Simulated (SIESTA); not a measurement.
# BaZrO3 in SIESTA: the effect of functional

The system is BaZrO3.

```
CELL_PARAMETERS angstrom
4.19134 0.00000 0.00000
0.00000 4.19134 0.00000
0.00000 0.00000 4.19134
ATOMIC_POSITIONS crystal
Ba 0.00000 0.00000 0.00000
Zr 0.50000 0.50000 0.50000
O 0.50000 0.50000 0.00000
O 0.50000 0.00000 0.50000
O 0.00000 0.50000 0.50000
```

Alike in all runs:

| Quantity | Value |
| --- | --- |
| Program | SIESTA 5.4.2 |
| Task | band structure |
| Basis | DZP (energy shift 0.003 Ry; two zetas on semicore shells; d shell added on Ba) |
| Grid cutoff | 800 Ry |
| Energy shift | 0.003 Ry |
| k mesh | 6 × 6 × 6 |
| Occupations | fermi-dirac, width 0.05 eV |
| Spin | no spin polarisation |

Task: One run gave: gap on the mesh 2.94 eV; pressure 1.7 GPa. Which functional did it use?
A. AM05
B. PBEsol
C. LDA
D. BLYP
E. vdW-DF-cx

Result: B.

| functional | potentials or basis | gap on the mesh (eV) | pressure (GPa) |
| --- | --- | --- | --- |
| PBEsol | PseudoDojo 0.4 standard (PBEsol files) | 2.94 | 1.7 |
| AM05 | PseudoDojo 0.4 standard (PBEsol files) | 2.95 | 2.5 |
| BLYP | PseudoDojo 0.4 standard (PBE files) | 3.09 | 12.6 |
| vdW-DF-cx | PseudoDojo 0.4 standard (PBE files) | 2.99 | 2.9 |
| LDA | PseudoDojo 0.4 standard (LDA files) | 2.92 | -2.2 |

Caveats: this set's barium file shifts pressures by up to 1 GPa against other sets; spin-orbit coupling is left out, which moves the levels of the heavy elements; the basis of atomic orbitals isn't converged, which shifts pressures, moduli and gaps; the potentials were made for another functional, which shifts forces and pressure (some runs).

A k mesh can miss the band edges.

Not every run made on this cell is shown here.
